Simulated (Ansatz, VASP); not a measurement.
Two plane-wave programs on SiC

```
CELL_PARAMETERS angstrom
-0.68735 1.89021 1.89021
1.89021 -0.68735 1.89021
1.89021 1.89021 -0.68735
ATOMIC_POSITIONS crystal
Si 0.00000 0.00000 0.00000
C 0.75000 0.75000 0.75000
```

Alike in both runs: task single point; functional PBE; k mesh 12 × 12 × 12; occupations gaussian, width 0.05 eV; no spin polarisation.

|  | VASP | Ansatz |
| --- | --- | --- |
| version | VASP 6.6.1 | Ansatz 0.2.0 |
| potentials or method | VASP PAW PBE potentials, release 64 (Si, C) | scalar-relativistic, plane waves, PAW |
| plane-wave cutoff (eV) | 520 | 420 |
| valence electrons in the cell | 8 | 8 |

|  | VASP | Ansatz | Ansatz less VASP |
| --- | --- | --- | --- |
| gap on the k mesh at the Fermi level (eV) | none | none | - |
| rms of the force components (eV/Å) | 17.619 | 17.963 | +0.3441 |

Atom by atom the forces differ by 0.344 eV/Å (rms over components). A gap of «none» marks a metal or a gap that the smearing closes.

Caveats: forces of over 1 eV/Å show positions far from the minimum, so gaps and moduli don't describe the material at rest.
